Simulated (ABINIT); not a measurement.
# Nb (Im-3m) in ABINIT: convergence with pawecutdg

Aim: find how far pawecutdg must go before the results for Nb settle, at LDA. This setting moves, with any that are tied to it; all else stays.

Everything below comes from runs of ABINIT 10.8.3 (patched build). Logs are shortened: lines on timing, memory, paths and dates and some standing lists are left out, and cuts for length are marked. The log counts tension as positive stress, the text compression.

### Step 1. The crystal as given

It takes space group Im-3m (No. 229, cubic). Conventional cell: a = 3.328 Å, b = 3.328 Å, c = 3.328 Å, α = 90.00°, β = 90.00°, γ = 90.00°. Nb (site symmetry m-3m) is surrounded by 8 Nb at 2.88 Å.

### Step 2. With pawecutdg 16 Ha

Contents of run.abi:

```
# Pseudopotentials
pp_dirpath "./"
pseudos "Nb.LDA_PW-JTH.xml"

# Structure
acell 5.4462775076 5.4462775076 5.4462775076
rprim
    -0.5773502692     0.5773502692     0.5773502692
     0.5773502692    -0.5773502692     0.5773502692
     0.5773502692     0.5773502692    -0.5773502692
ntypat 1
znucl 41
natom 1
typat 1
xred
     0.0000000000     0.0000000000     0.0000000000

# Plane-wave basis
ecut 16.0
pawecutdg 16.0

# k points
kptopt 1
ngkpt 11 11 11
nshiftk 1
shiftk 0.0 0.0 0.0

# Exchange and correlation
ixc 7

# Bands and occupations
nband 11
occopt 3
tsmear 0.1 eV

# SCF cycle
nstep 100
tolvrs 1.0e-9

# Output
iomode 3
prtwf 0
prtden 0
prteig 0
prtebands 0
enunit 2
```

Potentials or basis: JTH PAW LDA v2.0.

Started as:

```
> abinit run.abi > log 2>&1
```

It took 5.2 s on 1 thread of Arm Neoverse V1, shared host; peak memory 0.07 GiB.

The run converged. Its results:

```yaml
Free_energy: -1570.7082 eV
Pressure: -12.1 GPa
Band_gap_on_the_k_mesh: none (metal or under the smearing width)
Valence_electrons_inside_the_program's_atomic_spheres: Nb 10.12 (radii [1.1753] Å)
```

### Step 3. With pawecutdg 19.2

Edit run.abi of step 2 so:

```diff
@@ -19,3 +19,3 @@
 ecut 16.0
-pawecutdg 16.0
+pawecutdg 19.2
```

Potentials or basis: JTH PAW LDA v2.0.

Started as:

```
> abinit run.abi > log 2>&1
```

Run time: 5.2 s. Hardware: 1 thread of Arm Neoverse V1, shared host; peak memory 0.07 GiB.

Results (log left out):

| Property | Result |
| --- | --- |
| Free energy | -1570.7082 eV |
| Pressure | -12.1 GPa |
| Band gap on the k mesh | none (metal or under the smearing width) |
| Valence electrons inside the program's atomic spheres | Nb 10.13 (radii [1.1753] Å) |

### Step 4. With pawecutdg 24

Edit run.abi of step 3 so:

```diff
@@ -19,3 +19,3 @@
 ecut 16.0
-pawecutdg 19.2
+pawecutdg 24.0
```

Started as:

```
> abinit run.abi > log 2>&1
```

Run time: 5.2 s. Hardware: 1 thread of Arm Neoverse V1, shared host; peak memory 0.07 GiB.

The run converged. Its results:

```yaml
Free_energy: -1570.7082 eV
Pressure: -12.1 GPa
Band_gap_on_the_k_mesh: none (metal or under the smearing width)
Valence_electrons_inside_the_program's_atomic_spheres: Nb 10.19 (radii [1.1753] Å)
```

### Step 5. With pawecutdg 28.8

Edit run.abi of step 4 so:

```diff
@@ -19,3 +19,3 @@
 ecut 16.0
-pawecutdg 24.0
+pawecutdg 28.8
```

Started as:

```
> abinit run.abi > log 2>&1
```

Run time: 5.2 s. Hardware: 1 thread of Arm Neoverse V1, shared host; peak memory 0.07 GiB.

The run converged. Its results:

* Free energy: -1570.7082 eV
* Pressure: -12.1 GPa
* Band gap on the k mesh: none (metal or under the smearing width)
* Valence electrons inside the program's atomic spheres: Nb 10.14 (radii [1.1753] Å)

### Step 6. With pawecutdg 35.2

Edit run.abi of step 5 so:

```diff
@@ -19,3 +19,3 @@
 ecut 16.0
-pawecutdg 28.8
+pawecutdg 35.2
```

Potentials or basis: JTH PAW LDA v2.0.

Started as:

```
> abinit run.abi > log 2>&1
```

It took 5.3 s on 1 thread of Arm Neoverse V1, shared host; peak memory 0.07 GiB.

It converged, with:

```yaml
Free_energy: -1570.7082 eV
Pressure: -12.1 GPa
Band_gap_on_the_k_mesh: none (metal or under the smearing width)
Valence_electrons_inside_the_program's_atomic_spheres: Nb 10.14 (radii [1.1753] Å)
```

### Step 7. With pawecutdg 43.2

Edit run.abi of step 6 so:

```diff
@@ -19,3 +19,3 @@
 ecut 16.0
-pawecutdg 35.2
+pawecutdg 43.2
```

Started as:

```
> abinit run.abi > log 2>&1
```

It took 5.3 s on 1 thread of Arm Neoverse V1, shared host; peak memory 0.08 GiB.

It converged, with:

- Free energy: -1570.7082 eV
- Pressure: -12.1 GPa
- Band gap on the k mesh: none (metal or under the smearing width)
- Valence electrons inside the program's atomic spheres: Nb 10.16 (radii [1.1753] Å)

### Step 8. With pawecutdg 52.8

Edit run.abi of step 7 so:

```diff
@@ -19,3 +19,3 @@
 ecut 16.0
-pawecutdg 43.2
+pawecutdg 52.8
```

Potentials or basis: JTH PAW LDA v2.0.

Started as:

```
> abinit run.abi > log 2>&1
```

run.abo:

```text
.Version 10.8.3 of ABINIT
 Symmetries : space group Im -3 m (#229); Bravais cI (body-center cubic)
================================================================================
 Values of the parameters that define the memory need of the present run
     intxc =       0    ionmov =       0      iscf =      17    lmnmax =      18
     lnmax =       6     mgfft =      20  mpssoang =       3    mqgrid =    3001
     natom =       1  nloc_mem =       2    nspden =       1   nspinor =       1
    nsppol =       1      nsym =      48    n1xccc =       1    ntypat =       1
    occopt =       3   xclevel =       1
       mpw =         392          nfft =        8000          nkpt =          56
 PAW method is used; the additional fine FFT grid is defined by:
   mgfftf=        36    nfftf =     46656
================================================================================
================================================================================

--------------------------------------------------------------------------------
------------- Echo of variables that govern the present computation ------------
--------------------------------------------------------------------------------
 -outvars: echo values of preprocessed input variables --------
            acell      5.4462775076E+00  5.4462775076E+00  5.4462775076E+00 Bohr
              amu      9.29063800E+01
             ecut      1.60000000E+01 Hartree
           enunit           2
                       outvar_i_n : Printing only first  50 k-points.
              ixc           7
                       outvar_i_n : Printing only first  50 k-points.
         kptrlatt       11    0    0      0   11    0      0    0   11
          kptrlen      5.99090526E+01
            natom           1
            nband          11
            ngfft          20      20      20
          ngfftdg          36      36      36
             nkpt          56
            nstep         100
             nsym          48
           ntypat           1
                       prtocc : prtvol=0, do not print more k-points.
           occopt           3
        pawecutdg      5.28000000E+01 Hartree
           prtden           0
        prtebands           0
           prteig           0
            prtwf           0
            rprim     -5.7735026920E-01  5.7735026920E-01  5.7735026920E-01
                       5.7735026920E-01 -5.7735026920E-01  5.7735026920E-01
                       5.7735026920E-01  5.7735026920E-01 -5.7735026920E-01
          spgroup         229
           tolvrs      1.00000000E-09
           tsmear      3.67493222E-03 Hartree
            typat      1
           useylm           1
                       outvars : Printing only first  50 k-points.
            znucl       41.00000

================================================================================

 chkinp: Checking input parameters for consistency.

================================================================================
== DATASET  1 ==================================================================

--- !DatasetInfo
iteration_state: {dtset: 1, }
[... 96 lines left out ...]

 ----iterations are completed or convergence reached----

 Mean square residual over all n,k,spin=   24.855E-08; max=  11.437E-05
 reduced coordinates (array xred) for    1 atoms
       0.000000000000      0.000000000000      0.000000000000
 rms dE/dt=  0.0000E+00; max dE/dt=  0.0000E+00; dE/dt below (all hartree)
    1       0.000000000000      0.000000000000      0.000000000000

 cartesian coordinates (angstrom) at end:
    1      0.00000000000000     0.00000000000000     0.00000000000000

 cartesian forces (hartree/bohr) at end:
    1     -0.00000000000000    -0.00000000000000    -0.00000000000000
 frms,max,avg= 0.0000000E+00 0.0000000E+00   0.000E+00  0.000E+00  0.000E+00 h/b

 cartesian forces (eV/Angstrom) at end:
    1     -0.00000000000000    -0.00000000000000    -0.00000000000000
 frms,max,avg= 0.0000000E+00 0.0000000E+00   0.000E+00  0.000E+00  0.000E+00 e/A
 length scales=  5.446277507600  5.446277507600  5.446277507600 bohr
              =  2.882045939320  2.882045939320  2.882045939320 angstroms
 Fermi (or HOMO) energy (hartree) =   0.49057   Average Vxc (hartree)=  -0.45990
 Eigenvalues (hartree) for nkpt=  56  k points:
 kpt#   1, nband= 11, wtk=  0.00075, kpt=  0.0000  0.0000  0.0000 (reduced coord)
  -1.50317   -0.59891   -0.59891   -0.59891    0.27467    0.50379    0.50379    0.50379
   0.60765    0.60765    1.01092
      occupation numbers for kpt#   1
   2.00000    2.00000    2.00000    2.00000    2.00000    0.05325    0.05325    0.05325
   0.00000    0.00000    0.00000
 prteigrs : prtvol=0 or 1, do not print more k-points.

 Fermi (or HOMO) energy (eV) =  13.34900   Average Vxc (eV)= -12.51444
 Eigenvalues (   eV  ) for nkpt=  56  k points:
 kpt#   1, nband= 11, wtk=  0.00075, kpt=  0.0000  0.0000  0.0000 (reduced coord)
 -40.90321  -16.29730  -16.29730  -16.29730    7.47418   13.70888   13.70888   13.70888
  16.53509   16.53509   27.50864
 prteigrs : prtvol=0 or 1, do not print more k-points.

--- !EnergyTerms
iteration_state     : {dtset: 1, }
comment             : Components of total free energy in Hartree
kinetic             :  1.30614887043548E+01
hartree             :  8.86604042111344E+00
xc                  : -6.52193017498650E+00
Ewald energy        : -4.88987198703749E+01
psp_core            :  1.61618081097979E+00
local_psp           : -4.01063563034102E+01
PAW spherical_terms :  1.42628512822131E+01
internal            : -5.77204451301104E+01
'-kT*entropy'       : -1.99364588032268E-03
total_energy        : -5.77224387759907E+01
total_energy_eV     : -1.57070757659347E+03
...

--- !EnergyTermsDC
iteration_state     : {dtset: 1, }
comment             : '"Double-counting" decomposition of free energy'
band_energy         : -4.56826156455697E+00
Ewald energy        : -4.88987198703749E+01
psp_core            :  1.61618081097979E+00
xc_dc               : -7.67846250697799E+00
PAW spherical_terms :  1.80879349434746E+00
internal            : -5.77204696365826E+01
'-kT*entropy'       : -1.99364588032268E-03
total_energy_dc     : -5.77224632824629E+01
total_energy_dc_eV  : -1.57070824344855E+03
...

--- !EnergyTermsWithPAWCore
iteration_state     : {dtset: 1, }
comment             : 'Components of total free energy, including PAW core contributions'
Total energy        : -3.81595764559699E+03
Total energy DC     : -3.81595767010346E+03
Total energy (eV)   : -1.03837497392644E+05
Total energy DC (eV): -1.03837498059499E+05
...

 Cartesian components of stress tensor (hartree/bohr^3)
  sigma(1 1)=  4.10861729E-04  sigma(3 2)=  0.00000000E+00
  sigma(2 2)=  4.10861729E-04  sigma(3 1)=  0.00000000E+00
  sigma(3 3)=  4.10861729E-04  sigma(2 1)=  0.00000000E+00

-Cartesian components of stress tensor (GPa)         [Pressure= -1.2088E+01 GPa]
- sigma(1 1)=  1.20879694E+01  sigma(3 2)=  0.00000000E+00
- sigma(2 2)=  1.20879694E+01  sigma(3 1)=  0.00000000E+00
- sigma(3 3)=  1.20879694E+01  sigma(2 1)=  0.00000000E+00

== END DATASET(S) ==============================================================
================================================================================

 -outvars: echo values of variables after computation  --------
            acell      5.4462775076E+00  5.4462775076E+00  5.4462775076E+00 Bohr
           etotal     -5.7722463282E+01
            fcart     -0.0000000000E+00 -0.0000000000E+00 -0.0000000000E+00
            rprim     -5.7735026920E-01  5.7735026920E-01  5.7735026920E-01
                       5.7735026920E-01 -5.7735026920E-01  5.7735026920E-01
                       5.7735026920E-01  5.7735026920E-01 -5.7735026920E-01
           strten      4.1086172859E-04  4.1086172859E-04  4.1086172859E-04
                       0.0000000000E+00  0.0000000000E+00  0.0000000000E+00
 Calculation completed.
```

It took 5.6 s on 1 thread of Arm Neoverse V1, shared host; peak memory 0.08 GiB.

Results:

| Quantity | Value |
| --- | --- |
| Free energy | -1570.7082 eV |
| Pressure | -12.1 GPa |
| Band gap on the k mesh | none (metal or under the smearing width) |
| Valence electrons inside the program's atomic spheres | Nb 10.16 (radii [1.1753] Å) |

### Step 9. The series at a glance

```
pawecutdg  energy less the tightest run, at zero smearing (meV/atom)  SCF cycles  CPU time (s)  peak memory (GiB)
    16 Ha                                                       0.06           8           5.2               0.07
     19.2                                                       0.06           8           5.2               0.07
       24                                                       0.04           8           5.2               0.07
     28.8                                                       0.03           8           5.2               0.07
     35.2                                                       0.01           8           5.3               0.07
     43.2                                                       0.01           8           5.3               0.08
     52.8                                                       0.00           8           5.6               0.08
```

Against the tightest run, the energy stays within 1 meV/atom from 16 Ha on. The tightest run that finished is the yardstick and may itself not be fully converged.
